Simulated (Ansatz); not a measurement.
Crystal: Ga, bcc type, 1 atom in the cell.

All numbers below come from PBE, plane waves, PAW datasets (generated soft set 1) (Ansatz 0.2.0 development build).

Cutoff 420 eV; k-mesh 45×45×45 Γ-centred; Fermi–Dirac smearing of 0.0612 eV; no spin polarisation.

The fit to the energies gives V₀ = 19.205 Å³/atom (a₀ = 3.374 Å), B₀ = 47.6 GPa, B₀′ = 5.01.

(1) What pressure does the program print at V = 18.812 Å³/atom, and how far above the lowest computed point (V = 19.196 Å³/atom) does the energy lie?

Results:

(1) 1.04 GPa and 1.25 meV/atom. All points:

```tsv
V (Å³/atom)	a (Å)	E − E(min) (meV/atom)	P (GPa)
18.044	3.3046	11.82	3.47
18.428	3.3279	5.08	2.18
18.812	3.3509	1.25	1.04
19.196	3.3735	0.00	0.02
19.580	3.3958	1.05	-0.88
19.964	3.4179	4.12	-1.67
```

The published all-electron PBE values for this crystal (mean of FLEUR and WIEN2k, k-spacing 0.06 Å⁻¹; Bosoni et al., Nat. Rev. Phys. 6, 45 (2024)) are V₀ = 19.206 Å³/atom, B₀ = 47.7 GPa, B₀′ = 5.05.

The stress includes the program's correction for the finite plane-wave basis.

This cubic structure is a model: it isn't the usual form of the substance at ambient conditions, and such phases are metastable or hypothetical.
